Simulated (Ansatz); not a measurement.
# BP: the cost of one run

Computed with Ansatz 0.2.0 (DFT PBE, scalar-relativistic, plane waves, PAW, unless a step's input says otherwise).

2 further runs of the same task are left out: 2 set aside as unsound or not needed.

### 1 The system as given

Symmetry: F-43m, No. 216, cubic system. The conventional cell has a = 4.548 Å, b = 4.548 Å, c = 4.548 Å, α = 90.00°, β = 90.00°, γ = 90.00°. Around B (site symmetry -43m) lie 4 P at 1.97 Å. Around P (site symmetry -43m) lie 4 B at 1.97 Å.

Coordinates:

```xyz
2
Lattice="0.0000 2.2742 2.2742 2.2742 0.0000 2.2742 2.2742 2.2742 0.0000" Properties=species:S:1:pos:R:3 pbc="T T T"
B     0.0000    0.0000    0.0000
P     3.4113    3.4113    3.4113
```

It is the result of an earlier relaxation at this level (volume 11.76 Å³/atom; gap on the mesh: 1.25 eV).

### 2 Relaxing at 12 GPa

At a set pressure the run lowers the enthalpy E + PV, so the energy alone may rise along the way.

File input.yaml:

```yaml
crystal:
  lattice:
    - [0.0, 2.2741906187, 2.2741906187]
    - [2.2741906187, 0.0, 2.2741906187]
    - [2.2741906187, 2.2741906187, 0.0]
  atoms:
    - { symbol: B, position: [0.0, 0.0, 0.0] }
    - { symbol: P, position: [0.75, 0.75, 0.75] }
basis:
  ecutwfc: 420
kpoints:
  mp_grid: { grid: [10, 10, 10] }
hamiltonian:
  xc: pbe
scf:
  occupations: { method: fixed }
output:
  forces: true
  stress: true
  eigenvalues: true
relax:
  adjacent_minimum: "off"
  f_tol: 0.001
  max_steps: 60
  cell: { stress_tol: 0.02, p_target: 12.0 }
```

The run is started by

```console
> ansatz run input.yaml --threads 1 --pin off --max-ram 3072MiB --backend cpu --events-out ev --progress --plain --runs-dir out
```

What time and memory should one allow on 1 thread of Arm Neoverse V1, shared host?

About 12 s, with a peak of 0.27 GiB.
